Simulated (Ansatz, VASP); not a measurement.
## Two plane-wave programs on C

File INCAR:

```
SYSTEM = C
  ALGO = Fast
  DIPOL = 0.5 0.5 0.647
  EDIFF = 1E-6
  ENCUT = 520
  GGA = CA
  IDIPOL = 3
  ISIF = 2
  ISMEAR = 0
  LASPH = .True.
  LCHARG = .False.
  LDIPOL = .True.
  LREAL = .False.
  LWAVE = .False.
  NBANDS = 26
  NELM = 100
  PREC = Accurate
  SIGMA = 0.04
```

KPOINTS

```
k-points
0
Gamma
  9 9 1
  0 0 0
```

File POSCAR:

```
C
1.0
    4.8889137446      0.0000000000      0.0000000000
   -2.4444568723      4.2339234998      0.0000000000
    0.0000000000      0.0000000000     21.1324354533
C
8
Direct
    0.8327666095     -0.0009732433      0.6475401233
    0.8329268138      0.5005667238      0.6475401233
    0.3333333333      0.0000000000      0.6452461209
    0.3343065767      0.5004065195      0.6475401233
   -0.0009732433      0.8327666095      0.6475401233
    0.0000000000      0.3333333333      0.6452461209
    0.5005667238      0.8329268138      0.6475401233
    0.5004065195      0.3343065767      0.6475401233
```

Input for Ansatz:

```yaml
crystal:
  lattice:
    - [4.8889137446, 0.0, 0.0]
    - [-2.4444568723, 4.2339234998, 0.0]
    - [0.0, 0.0, 21.1324354533]
  atoms:
    - { symbol: C, position: [0.8327666095, -0.0009732433, 0.6475401233] }
    - { symbol: C, position: [0.8329268138, 0.5005667238, 0.6475401233] }
    - { symbol: C, position: [0.3333333333, 0.0, 0.6452461209] }
    - { symbol: C, position: [0.3343065767, 0.5004065195, 0.6475401233] }
    - { symbol: C, position: [-0.0009732433, 0.8327666095, 0.6475401233] }
    - { symbol: C, position: [0.0, 0.3333333333, 0.6452461209] }
    - { symbol: C, position: [0.5005667238, 0.8329268138, 0.6475401233] }
    - { symbol: C, position: [0.5004065195, 0.3343065767, 0.6475401233] }
basis:
  ecutwfc: 420
kpoints:
  mp_grid: { grid: [9, 9, 1] }
hamiltonian:
  xc: lda
  pseudopotentials: { kind: paw, azcp: { folder: soft_1 } }
scf:
  occupations: { method: gaussian, width: 0.04 }
  n_extra_bands: 8
  max_iter: 160
output:
  forces: true
  eigenvalues: true
  write_density: true
  write_potential: true
  elf: true
  volumetric_format: npy
efield:
  axis: 3
  dipole_correction: true
```

Alike in both runs: task single point; functional LDA; k mesh 9 × 9 × 1; occupations gaussian, width 0.04 eV; no spin polarisation.

|  | VASP | Ansatz |
| --- | --- | --- |
| version | VASP 6.6.1 | Ansatz 0.2.0 |
| potentials or method | VASP PAW LDA potentials, release 64 (C) | scalar-relativistic, plane waves, PAW |
| plane-wave cutoff (eV) | 520 | 420 |
| valence electrons in the cell | 32 | 32 |

|  | VASP | Ansatz | Ansatz less VASP |
| --- | --- | --- | --- |
| gap on the k mesh at the Fermi level (eV) | none | none | - |
| rms of the force components (eV/Å) | 0.285 | 0.287 | +0.0016 |

Atom by atom the forces differ by 0.002 eV/Å (rms over components). A gap of «none» marks a metal or a gap that the smearing closes. Ansatz warned: «pseudo_functional_mismatch».
